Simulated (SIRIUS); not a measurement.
HfO2, 6 atoms in the cell. The typed cell holds 6 atoms: a = 3.558 Å, b = 3.558 Å, c = 5.172 Å, α = 90.00°, β = 90.00°, γ = 90.00°. The cell comes from a database or a generator and needn't be the stable form of this composition. The cell isn't the ideal one: atoms moved at random, drawn with an rms of 0.05 Å.

| Property | Result |
| --- | --- |
| Program | SIRIUS 7.12.0 |
| Task | single point |
| Functional | PBEsol |
| Potentials or basis | PseudoDojo 0.4.1 PBEsol standard (scalar relativistic) |
| Cutoff | 1152 eV |
| Density cutoff | 4606 eV |
| k mesh | 8 × 8 × 5 |
| Occupations | fermi-dirac, width 0.05 eV |
| Spin | no spin polarisation |
| Libxc names | ["XC_GGA_X_PBE_SOL", "XC_GGA_C_PBE_SOL"] |
| Energy tol | 1e-08 Ha |
| Density tol | 1e-06 |
| Mixer | anderson |
| Mixing beta | 0.7 |
| Max scf | 100 |
| Radial cutoff for the potentials' integrals | 6.5 bohr |

Potentials or basis: PseudoDojo 0.4.1 PBEsol standard (scalar relativistic).

The run is started by

```bash
$ upf_to_json O.upf
$ upf_to_json Hf.upf
$ OMP_NUM_THREADS=4 sirius.scf --input=sirius.json --output=out.json --task=0
```

Hardware: 4 threads of Intel(R) Xeon(R) Platinum 8175M CPU @ 2.50GHz (Skylake/Cascade Lake) (shared host).

Question: Estimate the wall time of this run.

Answer: It took 7.5 min on 4 threads of Intel(R) Xeon(R) Platinum 8175M CPU @ 2.50GHz (Skylake/Cascade Lake) (shared host), peak memory 3.5 GiB. Counts: scf iterations 20, k points 162, plane waves 5761, bands 34.
